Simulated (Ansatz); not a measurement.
**What a trial cell of B relaxes into**

Method: Ansatz, DFT PBE, scalar-relativistic, plane waves, PAW. Cutoff 420 eV, Γ-centred k mesh, Gaussian smearing, no spin polarisation in the final step.

The start puts B on the alpha-gallium structure type (Cmce, No. 64), at a guessed volume.

```yaml
crystal:
  lattice:
    - [1.63051, -2.76341, 0.00000]
    - [1.63051, 2.76341, 0.00000]
    - [0.00000, 0.00000, 3.26535]
  atoms:
    - { symbol: B, position: [0.15250, 0.84750, 0.07850] }
    - { symbol: B, position: [0.65250, 0.34750, 0.42150] }
    - { symbol: B, position: [0.84750, 0.15250, 0.92150] }
    - { symbol: B, position: [0.34750, 0.65250, 0.57850] }
```

Cell and atoms relax at zero pressure; the relaxation can't lower the symmetry of the start. After a coarse first stage the cell is made exact in the group found at 0.06 Å.

Energies count from the standard state of B at the same level.

(1) Which crystal results?

(2) What are its volume, energy, density and gap?

Results:

(1) It keeps Cmce (No. 64). The result has the alpha-gallium structure. Conventional cell: a = 2.939 Å, b = 5.324 Å, c = 3.263 Å. Around B lie 7 B at 1.76–1.91 Å.

Space group Cmce (No. 64). a = 2.939 Å, b = 5.324 Å, c = 3.263 Å, α = 90.00°, β = 90.00°, γ = 90.00°
```
atom site symmetry x y z
   B    8f m..  0.0000  0.3441  0.5900
```

(2) The volume per atom is 6.38 Å³ and the density is 2.81 g/cm³. The energy over the standard structure is 0.27 eV/atom and the gap on the 18×18×14 mesh is 0 eV (a metal).

The final run used a 18×18×14 mesh on its 4-atom cell and 0.10 eV smearing. For metals, differences of a few meV/atom aren't resolved. A later test with randomly moved atoms came back to it.